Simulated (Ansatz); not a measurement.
SnSe, 2 atoms in the cell. Symmetry: Fm-3m, No. 225, cubic system. Conventional cell: a = 6.020 Å, b = 6.020 Å, c = 6.020 Å, α = 90.00°, β = 90.00°, γ = 90.00°. Around Sn (site symmetry m-3m) lie 6 Se at 3.01 Å. Se (site symmetry m-3m) has 6 Sn at 3.01 Å as nearest neighbours. Measurements of this composition are mostly on another form, of space group No. 62.

```yaml
Program: Ansatz 0.2.0
Task: band structure
Functional: LDA
Potentials_or_basis: Ansatz PAW
Cutoff: "420 eV (not typed: the program's choice for these potentials)"
k_mesh: 8 × 8 × 8
Occupations: fermi-dirac, width 0.05 eV
Spin: no spin polarisation
Path: "[[\"G\", \"X\", \"W\", \"K\", \"G\", \"L\", \"U\", \"W\", \"L\", \"K\"], [\"U\", \"X\"]]"
Points_for_each_segment_of_the_path: 14
```

Potentials or basis: Ansatz PAW.

The run is started by

```bash
$ ansatz run input.yaml --threads 2 --pin off --max-ram 5632MiB --backend cpu --events-out ev --progress --plain --runs-dir out
```

Hardware: 2 threads of Arm Neoverse V2, with other jobs on the host.

Task: Estimate the wall time of this run.

Result: It took 2.8 s on 2 threads of Arm Neoverse V2, with other jobs on the host, peak memory 0.34 GiB. Counts: scf iterations 6, plane waves 1067, k points 29, bands 21.
